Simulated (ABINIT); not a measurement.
# Fe (Im-3m) in ABINIT: further runs

One crystal, Fe, is run at these levels: PBE; tasks: single point.

Program: ABINIT 10.8.3 (patched build). These are calculated values, not measurements. Logs are shortened: lines on timing, memory, paths and dates and some standing lists are left out, and cuts for length are marked. The log counts tension as positive stress, the text compression.

**1. The structure**

Symmetry: Im-3m, No. 229, cubic system. Conventional cell: a = 2.886 Å, b = 2.886 Å, c = 2.886 Å, α = 90.00°, β = 90.00°, γ = 90.00°. Fe (site symmetry m-3m) has 8 Fe at 2.50 Å as nearest neighbours.

**2. Single point, PBE**

File run.abi:

```
pp_dirpath "./"
pseudos "Fe.GGA_PBE-JTH.xml"

acell 3*1.0 Angstrom
rprim
    -1.4430000000     1.4430000000     1.4430000000
     1.4430000000    -1.4430000000     1.4430000000
     1.4430000000     1.4430000000    -1.4430000000
ntypat 1
znucl 26
natom 1
typat 1
xred
     0.0000000000     0.0000000000     0.0000000000

ecut 26.0
pawecutdg 48.0
pawxcdev 0

kptopt 1
ngkpt 10 10 10
nshiftk 1
shiftk 0.0 0.0 0.0

ixc 11

nband 12
occopt 3
tsmear 0.00183747

nstep 100
tolvrs 1.0e-9

iomode 3
prtwf 0
prtden 0
prteig 0
prtebands 0
```

Potentials or basis: JTH PAW PBE v2.0.

Launch:

```sh
abinit run.abi > log 2>&1
```

run.abo:

```text
.Version 10.8.3 of ABINIT
 Symmetries : space group Im -3 m (#229); Bravais cI (body-center cubic)
================================================================================
 Values of the parameters that define the memory need of the present run
     intxc =       0    ionmov =       0      iscf =      17    lmnmax =      18
     lnmax =       6     mgfft =      24  mpssoang =       3    mqgrid =    3001
     natom =       1  nloc_mem =       2    nspden =       1   nspinor =       1
    nsppol =       1      nsym =      48    n1xccc =       1    ntypat =       1
    occopt =       3   xclevel =       2
       mpw =         525          nfft =       13824          nkpt =          47
 PAW method is used; the additional fine FFT grid is defined by:
   mgfftf=        30    nfftf =     27000
================================================================================
================================================================================

--------------------------------------------------------------------------------
------------- Echo of variables that govern the present computation ------------
--------------------------------------------------------------------------------
 -outvars: echo values of preprocessed input variables --------
            acell      1.8897261259E+00  1.8897261259E+00  1.8897261259E+00 Bohr
              amu      5.58470000E+01
             ecut      2.60000000E+01 Hartree
              ixc          11
         kptrlatt       10    0    0      0   10    0      0    0   10
          kptrlen      4.72308570E+01
            natom           1
            nband          12
            ngfft          24      24      24
          ngfftdg          30      30      30
             nkpt          47
            nstep         100
             nsym          48
           ntypat           1
           occopt           3
        pawecutdg      4.80000000E+01 Hartree
         pawxcdev           0
           prtden           0
        prtebands           0
           prteig           0
            prtwf           0
            rprim     -1.4430000000E+00  1.4430000000E+00  1.4430000000E+00
                       1.4430000000E+00 -1.4430000000E+00  1.4430000000E+00
                       1.4430000000E+00  1.4430000000E+00 -1.4430000000E+00
          spgroup         229
           tolvrs      1.00000000E-09
           tsmear      1.83747000E-03 Hartree
            typat      1
           useylm           1
            znucl       26.00000

================================================================================

 chkinp: Checking input parameters for consistency.

================================================================================
== DATASET  1 ==================================================================

--- !DatasetInfo
iteration_state: {dtset: 1, }
dimensions: {natom: 1, nkpt: 47, mband: 12, nsppol: 1, nspinor: 1, nspden: 1, mpw: 525, }
cutoff_energies: {ecut:  26.0, pawecutdg:  48.0, }
electrons: {nelect:   1.60000000E+01, charge:   0.00000000E+00, occopt:   3.00000000E+00, tsmear:   1.83747000E-03, }
meta: {optdriver: 0, ionmov: 0, optcell: 0, iscf: 17, paral_kgb: 0, }
...

 Exchange-correlation functional for the present dataset will be:
  GGA: Perdew-Burke-Ernzerhof functional - ixc=11
  J.P.Perdew, K.Burke, M.Ernzerhof, PRL 77, 3865 (1996)

 Real(R)+Recip(G) space primitive vectors, cartesian coordinates (Bohr,Bohr^-1):
 R(1)= -2.7268748  2.7268748  2.7268748  G(1)=  0.0000000  0.1833601  0.1833601
 R(2)=  2.7268748 -2.7268748  2.7268748  G(2)=  0.1833601  0.0000000  0.1833601
 R(3)=  2.7268748  2.7268748 -2.7268748  G(3)=  0.1833601  0.1833601  0.0000000
 Unit cell volume ucvol=  8.1106486E+01 bohr^3
 Angles (23,13,12)=  1.09471221E+02  1.09471221E+02  1.09471221E+02 degrees

 Coarse grid specifications (used for wave-functions):

 getcut: wavevector=  0.0000  0.0000  0.0000  ngfft=  24  24  24
         ecut(hartree)=     26.000   => boxcut(ratio)=   2.21378

 getcut : COMMENT -
  Note that boxcut > 2.2 ; recall that boxcut=Gcut(box)/Gcut(sphere) = 2
  is sufficient for exact treatment of convolution.
  Such a large boxcut is a waste : you could raise ecut
  e.g. ecut=   31.855219 Hartrees makes boxcut=2

 Fine grid specifications (used for densities):

 getcut: wavevector=  0.0000  0.0000  0.0000  ngfft=  30  30  30
         ecut(hartree)=     48.000   => boxcut(ratio)=   2.03662

--- Pseudopotential description ------------------------------------------------
- pspini: atom type   1  psp file is ./Fe.GGA_PBE-JTH.xml
 Pseudopotential format is: paw10
 basis_size (lnmax)=  6 (lmn_size= 18), orbitals=   0   0   1   1   2   2
 Spheres core radius: rc_sph= 2.11531574
 Shapefunction is SIN type: shapef(r)=[sin(pi*r/rshp)/(pi*r/rshp)]**2
 Radius for shape functions =  1.80687083
 Compensation charge density is not taken into account in XC energy/potential

   4.97280188E+02                                ecore*ucvol(ha*bohr**3)
--------------------------------------------------------------------------------

================================================================================

--- !BeginCycle
iteration_state: {dtset: 1, }
solver: {iscf: 17, nstep: 100, nline: 4, wfoptalg: 10, }
tolerances: {tolvrs: 1.00E-09, }
...

     iter   Etot(hartree)      deltaE(h)  residm     nres2
 ETOT  1  -122.30790563533    -1.223E+02 2.613E+01 5.612E+00
 ETOT  2  -124.51389845860    -2.206E+00 1.943E-01 4.079E+01
 ETOT  3  -124.46629765196     4.760E-02 2.160E-01 2.027E+01
 ETOT  4  -124.42010411222     4.619E-02 1.505E-02 6.652E-01
 ETOT  5  -124.41952150404     5.826E-04 2.611E-02 7.346E-02
 ETOT  6  -124.41947635943     4.514E-05 1.414E-03 6.081E-02
 ETOT  7  -124.41932544925     1.509E-04 5.995E-04 8.820E-04
 ETOT  8  -124.41932753862    -2.089E-06 1.649E-03 6.292E-04
 ETOT  9  -124.41932634248     1.196E-06 1.262E-03 4.838E-05
 ETOT 10  -124.41932626534     7.714E-08 2.174E-03 4.127E-06
 ETOT 11  -124.41932626463     7.085E-10 1.159E-03 1.575E-06
 ETOT 12  -124.41932626350     1.135E-09 1.470E-03 8.702E-08
 ETOT 13  -124.41932626341     8.909E-11 6.126E-04 2.124E-10

 At SCF step   13       nres2   =  2.12E-10 < tolvrs=  1.00E-09 =>converged.

 Cartesian components of stress tensor (hartree/bohr^3)
  sigma(1 1)=  9.23388473E-04  sigma(3 2)=  0.00000000E+00
  sigma(2 2)=  9.23388473E-04  sigma(3 1)=  0.00000000E+00
  sigma(3 3)=  9.23388473E-04  sigma(2 1)=  0.00000000E+00

--- !ResultsGS
iteration_state: {dtset: 1, }
comment   : Summary of ground state results
lattice_vectors:
- [ -2.7268748,   2.7268748,   2.7268748, ]
- [  2.7268748,  -2.7268748,   2.7268748, ]
- [  2.7268748,   2.7268748,  -2.7268748, ]
lattice_lengths: [   4.72309,    4.72309,    4.72309, ]
lattice_angles: [109.471, 109.471, 109.471, ] # degrees, (23, 13, 12)
lattice_volume:   8.1106486E+01
convergence: {deltae:  8.909E-11, res2:  2.124E-10, residm:  6.126E-04, diffor: null, }
etotal    :  -1.24419326E+02
entropy   :   0.00000000E+00
fermie    :   3.12047613E-01
cartesian_stress_tensor: # hartree/bohr^3
- [  9.23388473E-04,   0.00000000E+00,   0.00000000E+00, ]
- [  0.00000000E+00,   9.23388473E-04,   0.00000000E+00, ]
- [  0.00000000E+00,   0.00000000E+00,   9.23388473E-04, ]
pressure_GPa:  -2.7167E+01
xred      :
- [  0.0000E+00,   0.0000E+00,   0.0000E+00, Fe]
cartesian_forces: # hartree/bohr
- [ -0.00000000E+00,  -0.00000000E+00,  -0.00000000E+00, ]
force_length_stats: {min:   0.00000000E+00, max:   0.00000000E+00, mean:   0.00000000E+00, }
...

 Integrated electronic density in atomic spheres:
 ------------------------------------------------
 Atom  Sphere_radius  Integrated_density
    1        2.11532         14.37830532

================================================================================

 ----iterations are completed or convergence reached----

 Mean square residual over all n,k,spin=   11.140E-07; max=  61.260E-05
 reduced coordinates (array xred) for    1 atoms
       0.000000000000      0.000000000000      0.000000000000
 rms dE/dt=  0.0000E+00; max dE/dt=  0.0000E+00; dE/dt below (all hartree)
    1       0.000000000000      0.000000000000      0.000000000000

 cartesian coordinates (angstrom) at end:
    1      0.00000000000000     0.00000000000000     0.00000000000000

 cartesian forces (hartree/bohr) at end:
    1     -0.00000000000000    -0.00000000000000    -0.00000000000000
 frms,max,avg= 0.0000000E+00 0.0000000E+00   0.000E+00  0.000E+00  0.000E+00 h/b

 cartesian forces (eV/Angstrom) at end:
    1     -0.00000000000000    -0.00000000000000    -0.00000000000000
 frms,max,avg= 0.0000000E+00 0.0000000E+00   0.000E+00  0.000E+00  0.000E+00 e/A
 length scales=  1.889726125908  1.889726125908  1.889726125908 bohr
              =  1.000000000000  1.000000000000  1.000000000000 angstroms
 Fermi (or HOMO) energy (hartree) =   0.31205   Average Vxc (hartree)=  -0.45952
 Eigenvalues (hartree) for nkpt=  47  k points:
 kpt#   1, nband= 12, wtk=  0.00100, kpt=  0.0000  0.0000  0.0000 (reduced coord)
  -2.88748   -1.63231   -1.63231   -1.63231    0.01109    0.25787    0.25787    0.25787
   0.31124    0.31124    1.19186    1.19186
      occupation numbers for kpt#   1
   2.00000    2.00000    2.00000    2.00000    2.00000    2.00000    2.00000    2.00000
   1.21677    1.21677    0.00000    0.00000
 prteigrs : prtvol=0 or 1, do not print more k-points.

--- !EnergyTerms
iteration_state     : {dtset: 1, }
comment             : Components of total free energy in Hartree
kinetic             :  1.21824768391210E+01
hartree             :  2.43643283734584E+01
xc                  : -3.40382942843372E+00
Ewald energy        : -8.54131406383100E+01
psp_core            :  6.13120123276693E+00
local_psp           : -6.69374069348749E+01
PAW spherical_terms : -1.13416952937207E+01
internal            : -1.24418065849993E+02
'-kT*entropy'       : -1.25888667790023E-03
total_energy        : -1.24419324736671E+02
total_energy_eV     : -3.38562230187369E+03
...

--- !EnergyTermsDC
iteration_state     : {dtset: 1, }
comment             : '"Double-counting" decomposition of free energy'
band_energy         : -1.37210379725925E+01
Ewald energy        : -8.54131406383100E+01
psp_core            :  6.13120123276693E+00
xc_dc               : -2.33351484807374E+01
PAW spherical_terms : -8.07994151785735E+00
internal            : -1.24418067376730E+02
'-kT*entropy'       : -1.25888667790023E-03
total_energy_dc     : -1.24419326263408E+02
total_energy_dc_eV  : -3.38562234341833E+03
...

--- !EnergyTermsWithPAWCore
iteration_state     : {dtset: 1, }
comment             : 'Components of total free energy, including PAW core contributions'
Total energy        : -1.27276238167062E+03
Total energy DC     : -1.27276238319736E+03
Total energy (eV)   : -3.46336287669940E+04
Total energy DC (eV): -3.46336288085386E+04
...

 Cartesian components of stress tensor (hartree/bohr^3)
  sigma(1 1)=  9.23388473E-04  sigma(3 2)=  0.00000000E+00
  sigma(2 2)=  9.23388473E-04  sigma(3 1)=  0.00000000E+00
  sigma(3 3)=  9.23388473E-04  sigma(2 1)=  0.00000000E+00

-Cartesian components of stress tensor (GPa)         [Pressure= -2.7167E+01 GPa]
- sigma(1 1)=  2.71670268E+01  sigma(3 2)=  0.00000000E+00
- sigma(2 2)=  2.71670268E+01  sigma(3 1)=  0.00000000E+00
- sigma(3 3)=  2.71670268E+01  sigma(2 1)=  0.00000000E+00

== END DATASET(S) ==============================================================
================================================================================

 -outvars: echo values of variables after computation  --------
            acell      1.8897261259E+00  1.8897261259E+00  1.8897261259E+00 Bohr
           etotal     -1.2441932626E+02
            fcart     -0.0000000000E+00 -0.0000000000E+00 -0.0000000000E+00
            rprim     -1.4430000000E+00  1.4430000000E+00  1.4430000000E+00
                       1.4430000000E+00 -1.4430000000E+00  1.4430000000E+00
                       1.4430000000E+00  1.4430000000E+00 -1.4430000000E+00
           strten      9.2338847252E-04  9.2338847252E-04  9.2338847252E-04
                       0.0000000000E+00  0.0000000000E+00  0.0000000000E+00
 Calculation completed.
```

Wall time 17 s (1 thread of Arm Neoverse N1, shared host); peak memory 0.08 GiB.

Results:

* Free energy: -3385.6223 eV
* Pressure: -27.2 GPa
* Band gap on the k mesh: none (metal or under the smearing width)
* Valence electrons inside the program's atomic spheres: Fe 14.38 (radii [1.1194] Å)

Caveat: the run has no spin polarisation, though such a crystal can be magnetic. Spin polarisation is off, so any magnetic state and its effect on volume and gap are missing.

**3. Single point, PBE, collinear spin, ferromagnetic start**

Edit run.abi of step 2 so:

```diff
@@ -26,5 +26,9 @@
 
-nband 12
+nband 13
 occopt 3
 tsmear 0.00183747
+
+nsppol 2
+spinat
+     0.0000000000     0.0000000000     3.0000000000
```

Potentials or basis: JTH PAW PBE v2.0.

Launch:

```sh
abinit run.abi > log 2>&1
```

It took 44 s on 1 thread of Arm Neoverse N1, shared host; peak memory 0.1 GiB.

It converged, with:

```yaml
Free_energy: -3386.2156 eV
Pressure: -12.0 GPa
Band_gap_on_the_k_mesh: none (metal or under the smearing width)
Net_moment: 2.17 μB per cell
Site_moments: Fe +2.24 μB
Valence_electrons_inside_the_program's_atomic_spheres: Fe 14.38 (radii [1.1194] Å)
```

Levels at points of the mesh, in eV from the Fermi level:
Spin up:
| k point | band 5 | band 6 | band 7 | band 8 | band 9 | band 10 | band 11 | band 12 | band 13 |
| --- | --- | --- | --- | --- | --- | --- | --- | --- | --- |
| (0.00, 0.00, 0.00) | -8.11 | -2.14 | -2.14 | -2.14 | -1.06 | -1.06 | 24.20 | 24.20 | 24.20 |
| (0.50, 0.00, 0.00) | -4.60 | -3.14 | -0.99 | -0.89 | 0.34 | 0.47 | 6.89 | 17.73 | 19.21 |
| (0.50, 0.50, 0.50) | -4.50 | -4.50 | 0.09 | 0.09 | 0.09 | 9.45 | 9.45 | 9.45 | 15.09 |
Spin down:
```tsv
k point	band 3	band 4	band 5	band 6	band 7	band 8	band 9	band 10	band 11	band 12
(0.00, 0.00, 0.00)	-51.25	-51.25	-8.02	-0.25	-0.25	-0.25	1.72	1.72	23.87	23.87
(0.50, 0.00, 0.00)	-51.37	-51.24	-3.35	-1.44	0.49	1.56	1.96	2.55	8.24	17.71
(0.50, 0.50, 0.50)	-51.52	-51.52	-2.67	-2.67	2.27	2.27	2.27	9.66	9.66	9.66
```

**4. Single point, PBE, collinear spin, ferromagnetic start**

Edit run.abi of step 3 so:

```diff
@@ -32,3 +32,3 @@
 spinat
-     0.0000000000     0.0000000000     3.0000000000
+     0.0000000000     0.0000000000     5.0000000000
```

Launch:

```sh
abinit run.abi > log 2>&1
```

Wall time 41 s (1 thread of Arm Neoverse N1, shared host); peak memory 0.11 GiB.

It converged, with:

```
Free energy                                           : -3386.2156 eV
Pressure                                              : -12.0 GPa
Band gap on the k mesh                                : none (metal or under the smearing width)
Net moment                                            : 2.17 μB per cell
Site moments                                          : Fe +2.24 μB
Valence electrons inside the program's atomic spheres : Fe 14.38 (radii [1.1194] Å)
```

Levels at points of the mesh, in eV from the Fermi level:
Spin up:
```tsv
k point	band 6	band 7	band 8	band 9	band 10	band 11	band 12	band 13
(0.00, 0.00, 0.00)	-2.14	-2.14	-2.14	-1.06	-1.06	24.20	24.20	24.20
(0.50, 0.00, 0.00)	-3.14	-0.99	-0.89	0.34	0.47	6.89	17.73	19.21
(0.50, 0.50, 0.50)	-4.50	0.09	0.09	0.09	9.45	9.45	9.45	15.09
```
Spin down:
```csv
k point,band 4,band 5,band 6,band 7,band 8,band 9,band 10,band 11
"(0.00, 0.00, 0.00)",-51.25,-8.02,-0.25,-0.25,-0.25,1.72,1.72,23.87
"(0.50, 0.00, 0.00)",-51.24,-3.35,-1.44,0.49,1.56,1.96,2.55,8.24
"(0.50, 0.50, 0.50)",-51.52,-2.67,-2.67,2.27,2.27,2.27,9.66,9.66
```
